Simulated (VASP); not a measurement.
Set up this calculation in VASP 6.6.1, as the native input.

```
Task                   : relaxation of cell and atoms
Functional             : PBE
Dispersion             : D3(BJ)
Potentials or basis    : VASP PAW PBE potentials, release 64 (C)
Cutoff                 : 600 eV
k mesh                 : 14 × 14 × 14
Occupations            : gaussian, width 0.03 eV
Spin                   : no spin polarisation
Further INCAR settings : ALGO = Normal; EDIFF = 1e-06; IBRION = 2; EDIFFG = -0.01; NSW = 90; ISIF = 3
```

The structure of C lies in POSCAR:

```
C
1.0
    0.0000000000      1.7833700000      1.7833700000
    1.7833700000      0.0000000000      1.7833700000
    1.7833700000      1.7833700000      0.0000000000
C
2
Direct
    0.0000000000      0.0000000000      0.0000000000
    0.2500000000      0.2500000000      0.2500000000
```

This isn't the form of C at room conditions, which is graphite.

One way to write it, as run:

INCAR

```
SYSTEM = C
PREC = Accurate ; ENCUT = 600
EDIFF = 1E-6 ; ISMEAR = 0
SIGMA = 0.03 ; LREAL = .FALSE.
LASPH = .TRUE. ; NELM = 80
ALGO = Normal ; ISIF = 3
LWAVE = .FALSE. ; LCHARG = .FALSE.
GGA = PE ; IVDW = 12
IBRION = 2 ; NSW = 90
EDIFFG = -0.01
```

KPOINTS

```
regular mesh
0
G
  14 14 14
  0 0 0
```

Potentials or basis: VASP PAW PBE potentials, release 64 (C).

The run is started by

```sh
$ cat potpaw_PBE.64/C/POTCAR > POTCAR
$ mpirun -np 1 vasp_std > vasp.out
```

It gave:

- Relaxed volume: 5.63 Å³/atom
- Relaxed cell: a = 2.515 Å, b = 2.515 Å, c = 2.515 Å, α = 60.00°, β = 60.00°, γ = 60.00°
- Space group after relaxing (to 0.05 Å): Fd-3m (No. 227)
- Energy gained by relaxing: 0.5 meV/atom
- Ionic steps: 3
- Pressure after relaxing: 0.0 GPa
- Band gap on the k mesh: 4.15 eV, indirect (least direct gap 5.61 eV)
- Dispersion energy per atom: -0.193 eV

Run time: 6.7 s on 1 thread of Intel(R) Xeon(R) 6975P-C (Granite Rapids), on a shared host, peak memory 0.13 GiB.
